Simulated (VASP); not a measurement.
Input of a VASP 6.6.1 run:

Contents of INCAR:

```
PREC = Accurate
ENCUT = 520
EDIFF = 1E-6
ISMEAR = 0
SIGMA = 0.01
LREAL = F
LASPH = T
NELM = 100
ALGO = Fast
ISIF = 2
LWAVE = F
LCHARG = T
LELF = T
LVHAR = T
NBANDS = 11
```

Contents of KPOINTS:

```
Automatic mesh
0
Gamma
  4 4 4
```

POSCAR

```
BAs
1.0
    0.0000000000      2.3693116931      2.3693116931
    2.3693116931      0.0000000000      2.3693116931
    2.3693116931      2.3693116931      0.0000000000
B As
1 1
Direct
    0.0000000000      0.0000000000      0.0000000000
    0.2500000000      0.2500000000      0.2500000000
```

Potentials or basis: VASP PAW LDA potentials, release 64 (B, As).

Run with:

```console
$ cat potpaw_LDA.64/B/POTCAR potpaw_LDA.64/As/POTCAR > POTCAR
$ mpirun -np 1 vasp_std > vasp.out
```

(1) What does it give for the pressure?

(2) Predict the band gap on the k mesh.

Results:

(1) 1.0 GPa.

(2) 1.29 eV, indirect (least direct gap 3.26 eV).

Caveat: the k mesh is coarse (spacing up to 0.57 Å⁻¹), so the values aren't converged.
